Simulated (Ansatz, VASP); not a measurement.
# One calculation of LiF, two programs

POSCAR

```
LiF
1.0
    0.0000000000      1.9948717375      1.9948717375
    1.9948717375      0.0000000000      1.9948717375
    1.9948717375      1.9948717375      0.0000000000
Li F
1 1
Direct
    0.0000000000      0.0000000000      0.0000000000
    0.5000000000      0.5000000000      0.5000000000
```

The input INCAR.step1:

```
PREC = Accurate ; ENCUT = 520
ISMEAR = 0 ; SIGMA = 0.01
LREAL = False ; LASPH = True
NELM = 60 ; NBANDS = 12
GGA = PE ; ALGO = Normal
EDIFF = 1E-4 ; LWAVE = True
LCHARG = False
```

The input INCAR.step2:

```
PREC = Accurate ; ENCUT = 520
EDIFF = 1E-6 ; ISMEAR = 0
SIGMA = 0.01 ; LREAL = False
LASPH = True ; NELM = 60
ALGO = Normal ; ISIF = 2
LWAVE = False ; LCHARG = True
METAGGA = R2SCAN ; LMIXTAU = True
LELF = True ; LVHAR = True
NBANDS = 12 ; ISTART = 1
```

File KPOINTS:

```
Automatic mesh
0
Gamma
  10 10 10
```

Input for Ansatz:

```yaml
crystal:
  lattice:
    - [0.0, 1.9948717375, 1.9948717375]
    - [1.9948717375, 0.0, 1.9948717375]
    - [1.9948717375, 1.9948717375, 0.0]
  atoms:
    - { symbol: Li, position: [0.0, 0.0, 0.0] }
    - { symbol: F, position: [0.5, 0.5, 0.5] }
kpoints:
  mp_grid: { grid: [10, 10, 10] }
  band_path:
    path:
      - [0.0, 0.0, 0.0]
      - [0.5, 0.0, 0.5]
      - [0.625, 0.25, 0.625]
      - [0.375, 0.375, 0.75]
      - [0.5, 0.5, 0.5]
      - [0.5, 0.25, 0.75]
      - [-0.0625, 0.0, 0.0625]
    npoints: 1
hamiltonian:
  xc: r2scan
scf:
  occupations: { method: fixed }
  n_extra_bands: 4
output:
  forces: true
  stress: true
  eigenvalues: true
```

The cell was built by a generator and needn't be a form met in nature.

Alike in both runs: task single point; functional r2SCAN; k mesh 10 × 10 × 10; no spin polarisation.

|  | VASP | Ansatz |
| --- | --- | --- |
| version | VASP 6.6.1 | Ansatz 0.2.0 |
| potentials or method | VASP PAW PBE potentials, release 64 (Li_sv, F) | plane waves, PAW |
| plane-wave cutoff (eV) | 520 | 500 |
| occupations | gaussian, width 0.01 eV | fixed |
| valence electrons in the cell | 10 | 10 |

|  | VASP | Ansatz | Ansatz less VASP |
| --- | --- | --- | --- |
| gap on the k mesh at the Fermi level (eV) | 10.55 | 10.33 | -0.223 |

 A k mesh can miss the band edges. r2SCAN opens gaps a little over a GGA but as a rule still falls short of measured ones.
